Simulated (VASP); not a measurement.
# BN in VASP: further runs

The runs below take BN through single point, with PBE.

Everything below comes from runs of VASP 6.6.1. Logs are shortened: lines on timing, memory, paths and dates and some standing lists are left out, and cuts for length are marked.

## (1) The structure

The cell holds a wire with vacuum, 2 atoms: a = 9.000 Å, b = 9.300 Å, c = 2.622 Å, α = 90.00°, β = 90.00°, γ = 90.00°.

## (2) Single point, PBE (bulk in the cell of the (1 1 1) plane)

The input, INCAR:

```
ALGO = Normal ; EDIFF = 1E-6
ENCUT = 520 ; GGA = PE
ISIF = 2 ; ISMEAR = 0
LASPH = T ; LCHARG = F
LREAL = F ; LWAVE = F
NBANDS = 21 ; NELM = 80
PREC = Accurate ; SIGMA = 0.05
```

The input, KPOINTS:

```
k-points
0
Gamma
  12 12 4
```

The input, POSCAR:

```
BN
1.0
    2.5630478475      0.0000000000      0.0000000000
   -1.2815239237      2.2196645470      0.0000000000
    0.0000000000      0.0000000000      6.2781594126
B N
3 3
Direct
    0.0000000000      0.0000000000      0.0000000000
    0.3333333333      0.6666666667      0.3333333333
    0.6666666667      0.3333333333      0.6666666667
    1.0000000000      1.0000000000      0.2500000000
    0.3333333333      0.6666666667      0.5833333333
    0.6666666667      0.3333333333      0.9166666667
```

Potentials or basis: VASP PAW PBE potentials, release 64 (B, N).

Run with:

```console
$ cat potpaw_PBE.64/B/POTCAR potpaw_PBE.64/N/POTCAR > POTCAR
$ mpirun -np 1 vasp_std > vasp.out
```

OUTCAR:

```text
EDIFF = 1E-6
   ENCUT = 520
   GGA = PE
   ISIF = 2
   ISMEAR = 0
   LASPH = T
   LREAL = F
   NELM = 80
   PREC = Accurate

 ion  position               nearest neighbor table
   1  0.000  0.000  0.000-   6 1.57   6 1.57   4 1.57   6 1.57
   2  0.333  0.667  0.333-   4 1.57   4 1.57   5 1.57   4 1.57
   3  0.667  0.333  0.667-   5 1.57   6 1.57   5 1.57   5 1.57
   4  0.000  0.000  0.250-   2 1.57   2 1.57   1 1.57   2 1.57
   5  0.333  0.667  0.583-   3 1.57   2 1.57   3 1.57   3 1.57
   6  0.667  0.333  0.917-   1 1.57   1 1.57   3 1.57   1 1.57

  LATTYP: Found a hexagonal cell.
 ALAT       =     2.5630478475
 C/A-ratio  =     2.4494897427

  Lattice vectors:

 A1 = (   2.5630478475,   0.0000000000,   0.0000000000)
 A2 = (  -1.2815239237,   2.2196645470,   0.0000000000)
 A3 = (   0.0000000000,   0.0000000000,   6.2781594126)

Analysis of symmetry for initial positions (statically):
=====================================================================
 Subroutine PRICEL returns following result:

  LATTYP: Found a face centered cubic cell.
 ALAT       =     3.6246970265

  Lattice vectors:

 A1 = (   1.2815239236,  -0.7398881823,   2.0927198040)
 A2 = (  -0.0000000001,   1.4797763647,   2.0927198040)
 A3 = (  -1.2815239235,  -0.7398881825,   2.0927198046)

   3 primitive cells build up your supercell.

 Routine SETGRP: Setting up the symmetry group for a
 hexagonal supercell.

 Subroutine GETGRP returns: Found  6 space group operations
 (whereof  6 operations were pure point group operations)
 out of a pool of 24 trial point group operations.

The static configuration has the point symmetry C_3v.

Analysis of symmetry for dynamics (positions and initial velocities):
=====================================================================
 Subroutine PRICEL returns following result:

  LATTYP: Found a face centered cubic cell.
 ALAT       =     3.6246970265

  Lattice vectors:

 A1 = (   1.2815239236,  -0.7398881823,   2.0927198040)
 A2 = (  -0.0000000001,   1.4797763647,   2.0927198040)
 A3 = (  -1.2815239235,  -0.7398881825,   2.0927198046)

   3 primitive cells build up your supercell.

 Routine SETGRP: Setting up the symmetry group for a
 hexagonal supercell.

 Subroutine GETGRP returns: Found  6 space group operations
 (whereof  6 operations were pure point group operations)
 out of a pool of 24 trial point group operations.

The dynamic configuration has the point symmetry C_3v.

 Subroutine INISYM returns: Found  6 space group operations
 (whereof  6 operations are pure point group operations),
 and found     3 'primitive' translations

----------------------------------------------------------------------------------------

                                     Primitive cell

  volume of cell :      11.9057

  direct lattice vectors                    reciprocal lattice vectors
     1.281523924 -0.739888182  2.092719804     0.390160489 -0.225259263  0.159282352
    -0.000000000  1.479776365  2.092719804    -0.000000000  0.450518526  0.159282352
    -1.281523924 -0.739888182  2.092719805    -0.390160488 -0.225259263  0.159282352

  length of vectors
     2.563047847  2.563047847  2.563047848     0.477847057  0.477847057  0.477847057

  position of ions in fractional coordinates (direct lattice)
     0.000000000  0.000000000  0.000000000
     0.250000000  0.250000000  0.250000000

  ion indices of the primitive-cell ions
   primitive index   ion index
                 1           1
                 2           4

----------------------------------------------------------------------------------------

 KPOINTS: k-points

Automatic generation of k-mesh.
 Grid dimensions read from file:
 generate k-points for:   12   12    4

 Generating k-lattice:

  Cartesian coordinates                     Fractional coordinates (reciprocal lattice)
     0.032513374  0.018771605  0.000000000     0.083333333  0.000000000  0.000000000
     0.000000000  0.037543211  0.000000000     0.000000000  0.083333333  0.000000000
     0.000000000  0.000000000  0.039820588     0.000000000  0.000000000  0.250000000

  Length of vectors
     0.037543211  0.037543211  0.039820588

  Shift w.r.t. Gamma in fractional coordinates (k-lattice)
     0.000000000  0.000000000  0.000000000

 Subroutine IBZKPT returns following result:
 ===========================================

 Found     69 irreducible k-points:

 Following reciprocal coordinates:
            Coordinates               Weight
  0.000000  0.000000  0.000000      1.000000
  0.083333  0.000000  0.000000      6.000000
  0.166667  0.000000  0.000000      6.000000
  0.250000  0.000000  0.000000      6.000000
  0.333333  0.000000  0.000000      6.000000
  0.416667  0.000000  0.000000      6.000000
[... 16 lines left out ...]
  0.166667  0.000000  0.250000      6.000000
  0.000000  0.166667  0.250000      6.000000
 [... further k-points ...]
   k-points           NKPTS =     69   k-points in BZ     NKDIM =     69   number of bands    NBANDS=     21
   number of dos      NEDOS =    301   number of ions     NIONS =      6
   total plane-waves  NPLWV =  19200
   dimension x,y,z NGX =    20 NGY =   20 NGZ =   48
   dimension x,y,z NGXF=    40 NGYF=   40 NGZF=   96
   ions per type =               3   3
   NGX,Y,Z   is equivalent  to a cutoff of  12.97, 12.97, 12.71 a.u.
   NGXF,Y,Z  is equivalent  to a cutoff of  25.95, 25.95, 25.42 a.u.
 SYSTEM =  unknown system
   PREC   = accura    normal or accurate (medium, high low for compatibility)
   ISTART =      0    job   : 0-new  1-cont  2-samecut
   ICHARG =      2    charge: 1-file 2-atom 10-const
   ISPIN  =      1    spin polarized calculation?
   LNONCOLLINEAR =      F non collinear calculations
   LSORBIT =      F    spin-orbit coupling
   LASPH  =      T    aspherical Exc in radial PAW
   ENCUT  =  520.0 eV  38.22 Ry    6.18 a.u.   4.77  4.77 11.67*2*pi/ulx,y,z
   NELM   =     80;   NELMIN=  2; NELMDL= -5     # of ELM steps
   EDIFF  = 0.1E-05   stopping-criterion for ELM
   LREAL  =      F    real-space projection
   EDIFFG = 0.1E-04   stopping-criterion for IOM
   NSW    =      0    number of steps for IOM
   IBRION =     -1    ionic relax: 0-MD 1-quasi-New 2-CG
   NFREE  =      0    steps in history (QN), initial steepest desc. (CG)
   ISIF   =      2    stress and relaxation
   ISYM   =      2    0-nonsym 1-usesym 2-fastsym
   POTIM  = 0.5000    time-step for ionic-motion
   TEBEG  =    0.0;   TEEND  =   0.0 temperature during run
   PSTRESS=    0.0 pullay stress
   NELECT =      24.0000    total number of electrons
   NUPDOWN=      -1.0000    fix difference up-down
   EMIN   =  10.00;   EMAX   =-10.00  energy-range for DOS
   EFERMI =   0.00;   METHOD = LEGACY
   ISMEAR =     0;   SIGMA  =   0.05  broadening in eV -4-tet -1-fermi 0-gaus
   EFERMI_NEDOS =   21; number of points for ismear=-14 and -15
   IALGO  =     38    algorithm
   IMIX   =      4    mixing-type and parameters
     AMIX     =   0.40;   BMIX     =  1.00
     AMIX_MAG =   1.60;   BMIX_MAG =  1.00
  volume/ion in A,a.u.               =       5.95        40.17
  Fermi-wavevector in a.u.,A,eV,Ry     =   1.433903  2.709684 27.974638  2.056078
  Thomas-Fermi vector in A             =   2.553370
   LORBIT       =      0    0 simple, 1 ext, 2 COOP (PROOUT), +10 PAW based schemes
   GGA     = PE    functional components
   LHFCALC =     F    Hartree Fock is set to
   AEXX    =    0.0000 exact exchange contribution
   IVDW    =     0    specifies the selected vdW correction
   LEPSILON=     F    determine dielectric tensor
   LRPA    =     F    only Hartree local field effects (RPA)
 non-spin polarized calculation
 Gauss-broadening in eV      SIGMA  =   0.05
  energy-cutoff  :      520.00
  volume of cell :       35.72
 maximum number of plane-waves:       984
   NGX =  9   NGY =  9   NGZ = 23

 number of electron      23.9999997 magnetization

 Free energy of the ion-electron system (eV)
  ---------------------------------------------------
  ext. energy  EPLUGINS =         0.00000000
  ---------------------------------------------------
  free energy    TOTEN  =       -52.35300995 eV

  energy without entropy =      -52.35300995  energy(sigma->0) =      -52.35300995

 E-fermi :   7.5598     XC(G=0): -12.7824

 val. band max:        7.3042286657   @ k =   0.0000   0.0000   0.0000
 cond. band min:      11.7550727584   @ k =   0.5000   0.0000   0.0000
 fundamental gap:      4.4508440927
 Fermi energy:         7.5598284290

 k-point     1 :       0.0000    0.0000    0.0000
  band No.  band energies     occupation
      1     -12.8353      2.00000
      2     -10.3212      2.00000
      3     -10.3212      2.00000
      4      -0.5153      2.00000
      5      -0.5153      2.00000
      6       5.7558      2.00000
[... 13 lines left out ...]
     20      17.9080      0.00000
     21      17.9080      0.00000

 k-point     2 :       0.0833    0.0000    0.0000
  band No.  band energies     occupation
      1     -12.6860      2.00000
      2     -10.1880      2.00000
      3     -10.1874      2.00000
      4      -0.4182      2.00000
      5      -0.4181      2.00000
      6       4.8090      2.00000
[... 13 lines left out ...]
     20      18.0806      0.00000
     21      18.0934      0.00000

 k-point     3 :       0.1667    0.0000    0.0000
  band No.  band energies     occupation
      1     -12.2426      2.00000
      2      -9.8007      2.00000
      3      -9.7941      2.00000
      4      -0.1783      2.00000
      5      -0.1608      2.00000
      6       3.1498      2.00000
[... 13 lines left out ...]
     20      19.1735      0.00000
     21      19.6259      0.00000

 k-point     4 :       0.2500    0.0000    0.0000
  band No.  band energies     occupation
      1     -11.5221      2.00000
      2      -9.2044      2.00000
      3      -9.1715      2.00000
      4      -0.2272      2.00000
      5       0.0926      2.00000
      6       1.7498      2.00000
[... 13 lines left out ...]
     20      20.0833      0.00000
     21      20.2553      0.00000

 k-point     5 :       0.3333    0.0000    0.0000
  band No.  band energies     occupation
      1     -10.5643      2.00000
      2      -8.5273      2.00000
      3      -8.3950      2.00000
      4      -1.4167      2.00000
      5      -0.1953      2.00000
      6       0.6419      2.00000
[... 13 lines left out ...]
     20      20.3070      0.00000
     21      20.8880      0.00000

 k-point     6 :       0.4167    0.0000    0.0000
  band No.  band energies     occupation
      1      -9.4647      2.00000
      2      -8.1155      2.00000
      3      -7.6458      2.00000
      4      -2.4681      2.00000
      5      -1.1512      2.00000
      6      -1.0933      2.00000
[... 13 lines left out ...]
     20      20.0201      0.00000
     21      21.4742      0.00000

 k-point     7 :       0.5000    0.0000    0.0000
  band No.  band energies     occupation
      1      -8.4777      2.00000
      2      -8.4777      2.00000
      3      -7.3007      2.00000
      4      -2.3590      2.00000
      5      -2.3590      2.00000
      6      -1.5590      2.00000
[... 13 lines left out ...]
     20      19.8793      0.00000
     21      22.2813      0.00000
[... 291 lines left out ...]
      1     -12.6674      2.00000
      2     -11.3665      2.00000
      3      -9.2241      2.00000
      4      -2.4562      2.00000
      5       1.8579      2.00000
      6       5.4757      2.00000
[... 13 lines left out ...]
     20      17.9720      0.00000
     21      18.0340      0.00000

 k-point    21 :       0.0833    0.0000    0.2500
  band No.  band energies     occupation
      1     -12.5187      2.00000
      2     -11.2254      2.00000
      3      -9.1028      2.00000
      4      -2.3244      2.00000
      5       1.8948      2.00000
      6       5.0668      2.00000
[... 13 lines left out ...]
     20      18.1193      0.00000
     21      18.3820      0.00000

 k-point    22 :       0.0000    0.0833    0.2500
  band No.  band energies     occupation
      1     -12.5188      2.00000
      2     -11.2250      2.00000
      3      -9.1034      2.00000
      4      -2.3233      2.00000
      5       1.9044      2.00000
      6       4.6845      2.00000
[... 13 lines left out ...]
     20      18.2041      0.00000
     21      18.4856      0.00000

 k-point    23 :       0.1667    0.0000    0.2500
  band No.  band energies     occupation
      1     -12.0772      2.00000
      2     -10.8107      2.00000
      3      -8.7510      2.00000
      4      -1.9447      2.00000
      5       1.7747      2.00000
      6       3.6657      2.00000
[... 13 lines left out ...]
     20      19.0487      0.00000
     21      19.5896      0.00000

 k-point    24 :       0.0000    0.1667    0.2500
  band No.  band energies     occupation
      1     -12.0788      2.00000
      2     -10.8057      2.00000
      3      -8.7573      2.00000
      4      -1.9353      2.00000
      5       1.9880      2.00000
      6       3.0814      2.00000
[... 13 lines left out ...]
     20      19.3566      0.00000
     21      19.6020      0.00000

 [... further k-points ...]

------------------------ aborting loop because EDIFF is reached ----------------------------------------

  FORCE on cell =-STRESS in cart. coord.  units (eV):
  Direction    XX          YY          ZZ          XY          YZ          ZX
  --------------------------------------------------------------------------------------
  -------------------------------------------------------------------------------------
  Total        0.0531182      0.0531182      0.0529696      0.0000000      0.0000000      0.0000000
  in kB        2.3827443      2.3827443      2.3760809      0.0000000      0.0000000      0.0000000
  external PRESSURE =       2.3805231 kB  Pullay stress =       0.0000000 kB

 VOLUME and BASIS-vectors are now :
 -----------------------------------------------------------------------------
  energy-cutoff  :      520.00
  volume of cell :       35.72
      direct lattice vectors                 reciprocal lattice vectors
     2.563047848  0.000000000  0.000000000     0.390160488  0.225259263  0.000000000
    -1.281523924  2.219664547  0.000000000     0.000000000  0.450518526  0.000000000
     0.000000000  0.000000000  6.278159413     0.000000000  0.000000000  0.159282352

 POSITION                                       TOTAL-FORCE (eV/Angst)
 -----------------------------------------------------------------------------------
      0.00000      0.00000      0.00000         0.000000     -0.000000      0.000005
     -0.00000      1.47978      2.09272         0.000000     -0.000000      0.000005
      1.28152      0.73989      4.18544         0.000000     -0.000000      0.000005
      0.00000      0.00000      1.56954        -0.000000      0.000000     -0.000005
     -0.00000      1.47978      3.66226        -0.000000      0.000000     -0.000005
      1.28152      0.73989      5.75498        -0.000000     -0.000000     -0.000005
 -----------------------------------------------------------------------------------
    total drift:                               -0.000000      0.000000      0.000021

  FREE ENERGIE OF THE ION-ELECTRON SYSTEM (eV)
  ---------------------------------------------------
  free  energy   TOTEN  =       -52.3530099478 eV

  energy  without entropy=      -52.3530099478  energy(sigma->0) =      -52.35300995
```

Run time: 46 s. Hardware: 1 thread of AMD EPYC 7R13 (Zen 3), shared host; peak memory 0.14 GiB.

Results:

```yaml
Free_energy: -52.3530 eV
Pressure: 0.2 GPa
Band_gap_on_the_k_mesh: 4.45 eV
```

## (3) Single point, PBE (N replaced by As, lengths x 1.186, strained and moved within the space group)

The input, INCAR:

```
ALGO = Fast
EDIFF = 1E-7
ENCUT = 520
GGA = PE
ISIF = 2
ISMEAR = 0
LASPH = True
LCHARG = True
LELF = True
LREAL = False
LVHAR = True
LWAVE = False
NBANDS = 11
NELM = 100
PREC = Accurate
SIGMA = 0.02
```

The input, KPOINTS:

```
k-points
0
Gamma
  12 12 12
```

The input, POSCAR:

```
BAs
1.0
    0.0000000000      2.0749238742      2.0749238742
    2.0749238742      0.0000000000      2.0749238742
    2.0749238742      2.0749238742      0.0000000000
B As
1 1
Direct
    0.0000000000      0.0000000000      0.0000000000
    0.7500000000      0.7500000000      0.7500000000
```

Potentials or basis: VASP PAW PBE potentials, release 64 (B, As).

Run with:

```console
$ cat potpaw_PBE.64/B/POTCAR potpaw_PBE.64/As/POTCAR > POTCAR
$ mpirun -np 1 vasp_std > vasp.out
```

Run time: 8.7 s. Hardware: 1 thread of Intel Xeon Platinum 8375C at 2.90GHz (Ice Lake), shared host; peak memory 0.14 GiB.

Results (log left out):

- Free energy: -8.2817 eV
- Pressure: 144.3 GPa
- Band gap on the k mesh: 0.69 eV, indirect (least direct gap 4.05 eV)

Levels at points of the mesh, in eV from the valence-band top:
| k point | band 1 | band 2 | band 3 | band 4 | band 5 | band 6 | band 7 | band 8 |
| --- | --- | --- | --- | --- | --- | --- | --- | --- |
| (0.00, 0.00, 0.00) | -20.01 | 0.00 | 0.00 | 0.00 | 4.05 | 4.05 | 4.05 | 9.88 |
| (0.50, 0.00, 0.00) | -15.28 | -12.55 | -2.60 | -2.60 | 5.21 | 5.21 | 5.69 | 9.31 |
| (0.50, 0.50, 0.00) | -13.31 | -11.32 | -6.14 | -6.14 | 0.74 | 1.03 | 15.86 | 15.86 |

Caveat: the cell as given lies far from equilibrium; so large a pressure means that the cell lies far from this level's equilibrium, or that cutoff or potentials fall short.

(Continued in part 2 of 3.)
